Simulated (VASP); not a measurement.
Input of a VASP 6.6.1 run:

Contents of INCAR:

```
PREC     = Accurate       # precision mode
ENCUT    = 300            # plane-wave cutoff, eV
EDIFF    = 1E-7           # SCF threshold, eV
ISMEAR   = 0              # smearing method
SIGMA    = 0.03           # smearing width, eV
LREAL    = False          # projectors in reciprocal space
LASPH    = True           # aspherical terms in the spheres
NELM     = 80             # most SCF steps
ALGO     = Fast           # electronic algorithm
ISIF     = 2              # what is computed and relaxed
LWAVE    = False          # write WAVECAR
LCHARG   = False          # write CHGCAR
GGA      = PE             # functional
IBRION   = 2              # ionic algorithm
NSW      = 40             # ionic steps
EDIFFG   = -0.01          # ionic threshold
```

KPOINTS

```
Automatic mesh
0
Gamma
  4 4 4
```

The input POSCAR:

```
NaCl                                    
1.0
    0.0000000000      2.8564668909      2.8564668909
    2.8564668909      0.0000000000      2.8564668909
    2.8564668909      2.8564668909      0.0000000000
  Na              Cl            
     1     1
Direct
     0.0000000000000000    0.0000000000000000    0.0000000000000000
     0.5000000000000000    0.5000000000000000    0.5000000000000000
```

Potentials or basis: VASP PAW PBE potentials, release 64 (Na, Cl).

Command:

```console
$ cat potpaw_PBE.64/Na/POTCAR potpaw_PBE.64/Cl/POTCAR > POTCAR
$ mpirun -np 1 vasp_std > vasp.out
```

Task: What does it give for the band gap on the k mesh?

Result: 4.94 eV, direct.

Final structure:
```cif
data_structure
_symmetry_space_group_name_H-M 'P 1'
_symmetry_Int_Tables_number 1
_cell_length_a 4.0397
_cell_length_b 4.0397
_cell_length_c 4.0397
_cell_angle_alpha 60.000
_cell_angle_beta 60.000
_cell_angle_gamma 60.000
_cell_volume 46.61
loop_
_atom_site_label
_atom_site_type_symbol
_atom_site_fract_x
_atom_site_fract_y
_atom_site_fract_z
_atom_site_occupancy
Na1 Na 0.00000 0.00000 0.00000 1
Cl1 Cl 0.50000 0.50000 0.50000 1
```

Caveat: the k mesh is coarse (spacing up to 0.48 Å⁻¹), so the values aren't converged; the relaxation stopped at its first step, so nothing moved.
